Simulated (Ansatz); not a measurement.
These are PBE (plane waves to 420 eV, PAW, scalar-relativistic; Ansatz, an electronic-structure program) values and carry that method's errors. Harmonic phonons (DFPT) of each relaxed crystal were computed at Γ and up to three half-step zone-boundary points.

Q: Exactly one of them has no imaginary mode there. Which?
A) ZrO$_{2}$ (fluorite), a = b = c = 5.116 Å, α = β = γ = 90.00°
B) BAs (zinc blende), a = b = c = 4.809 Å, α = β = γ = 90.00°
C) HfO$_{2}$ (tetragonal-ZrO2 type, space group P4_2/nmc), a = b = 3.605 Å, c = 5.265 Å, α = β = γ = 90.00°

A: B, BAs (zinc blende), a = b = c = 4.809 Å, α = β = γ = 90.00°. Lowest modes: ZrO2 222i cm⁻¹ at X = (0.5, 0.5, 0.0); HfO2 22i cm⁻¹ at Z = (0.0, 0.0, 0.5); BAs 139 cm⁻¹ at L = (0.5, 0.0, 0.0)

All were relaxed with their symmetry unable to fall. HfO2 is run without spin polarisation. Spin-orbit coupling is left out. The PAW data are Ansatz's earlier set. This is a high-temperature form of HfO2. This is a high-temperature form of ZrO2. ZrO2 is run without spin polarisation.
